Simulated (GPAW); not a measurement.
Here is a GPAW 26.7.0 calculation.

File POSCAR:

```
Tm
1.0
   -1.9705499473      1.9705499473      1.9705499473
    1.9705499473     -1.9705499473      1.9705499473
    1.9705499473      1.9705499473     -1.9705499473
Tm
1
Direct
    0.0000000000      0.0000000000      0.0000000000
```

Potentials or basis: GPAW PAW data sets (gpaw-data 1.2.1), pw.

The run is started by

```bash
$ OMP_NUM_THREADS=1 gpaw run POSCAR -p 'mode=PW(800),xc=PBE,kpts={size:(10,10,10),gamma:True},occupations={name:fermi-dirac,width:0.05},nbands=24,convergence={density:1e-05,energy:1e-05},maxiter=150,txt=gpaw.txt' --properties efsMm -w gs.gpw --modify 'atoms.set_initial_magnetic_moments([2.0])'
```

**Question.** Estimate the site moments.

**Answer.** Tm +1.19 μB.

**Question.** Estimate the net moment.

**Answer.** 1.10 μB per cell.

**Question.** Predict the pressure.

**Answer.** 3.3 GPa.

**Question.** Estimate the band gap on the k mesh.

**Answer.** None (metal or under the smearing width).

Caveat: one-centre terms of the f shell are cut off; the magnetic or orbital state may not be the lowest; spin-orbit coupling is left out, which moves the levels of the heavy elements. The state reached can hang on the start; a lower one may exist.
